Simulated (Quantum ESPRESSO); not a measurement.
The system is Cl.

```xyz
4
Lattice="3.1450 -2.2500 0.0000 3.1450 2.2500 0.0000 0.0000 0.0000 8.2100" Properties=species:S:1:pos:R:3 pbc="T T T"
Cl    3.1450    0.5850    3.2840
Cl    3.1450    1.6650    7.3890
Cl    3.1450   -0.5850    4.9260
Cl    3.1450   -1.6650    0.8210
```

Base run:

| Property | Result |
| --- | --- |
| Program | Quantum ESPRESSO 7.5 |
| Functional | PBEsol |
| Potentials or basis | GBRV 1.5 PBEsol |
| Cutoff | 612 eV |
| Density cutoff | 4898 eV |
| k mesh | 7 × 7 × 4 |
| Occupations | fermi-dirac, width 0.05 eV |
| Spin | no spin polarisation |

Its results: band gap on the k mesh 2.44 eV, indirect (least direct gap 2.50 eV); pressure -0.9 GPa; largest force 0.174 eV/Å.

Problem. The run is repeated on the same cell with these changes: functional from PBEsol to LDA; potentials or basis from GBRV 1.5 PBEsol to GBRV 1.5 LDA. What comes out?

Solution. Band gap on the k mesh 2.35 eV, indirect (least direct gap 2.41 eV); pressure -2.4 GPa; largest force 0.176 eV/Å.

Caveats: an odd mesh through Γ misses points on the zone boundary, where band edges often lie (some runs).
